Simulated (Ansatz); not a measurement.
**CsCl: do energies and stresses tell the same story?**

Theory: Ansatz 0.2.0, DFT r2SCAN, scalar-relativistic, plane waves, PAW.

Plane waves to 500 eV, a k mesh through Γ of 6×6×6 on the computed 2-atom cell and Gaussian smearing (0.02 eV); no spin polarisation.

Relaxed cell: Pm-3m, a = 4.140 Å, b = 4.140 Å, c = 4.140 Å, α = 90.00°, β = 90.00°, γ = 90.00°, 2 atoms in the primitive cell.

Energies at zero smearing and pressures from the stress tensor, at volumes with shape and atoms relaxed:
```tsv
V (Å³/atom)	E − E(first) (meV/atom)	P (GPa)
31.225	0.00	3.263
32.290	-18.07	2.209
33.354	-29.75	1.334
34.419	-36.12	0.607
35.484	-38.08	0.003
36.548	-36.39	-0.498
37.613	-31.65	-0.914
39.032	-21.51	-1.359
```

**Question.** Check P = −dE/dV between neighbouring volumes, and get the bulk modulus from the pressures alone.

**Answer.** With 1 eV/Å³ = 160.2 GPa:
```tsv
middle V (Å³/atom)	−ΔE/ΔV (GPa)	mean P (GPa)
31.758	2.719	2.736
32.822	1.758	1.771
33.887	0.960	0.970
34.951	0.295	0.305
36.016	-0.255	-0.248
37.080	-0.713	-0.706
38.322	-1.146	-1.136
```

The two differ by 0.016 GPa at most. The mean of two end pressures misses the average over a step by about ΔV² P″/12, up to 0.016 GPa here; with that taken off 0.001 GPa remains. Around V = 35.484 Å³/atom, the two neighbours give B = −V ΔP/ΔV = 35.484 × 1.105 / 2.129 = 18.4 GPa, against B0 = 18.3 GPa from the Birch–Murnaghan fit of the energies.

Cost: 9 runs of about 0.77 core-minutes in all, on Arm Neoverse V2 (shared hosts).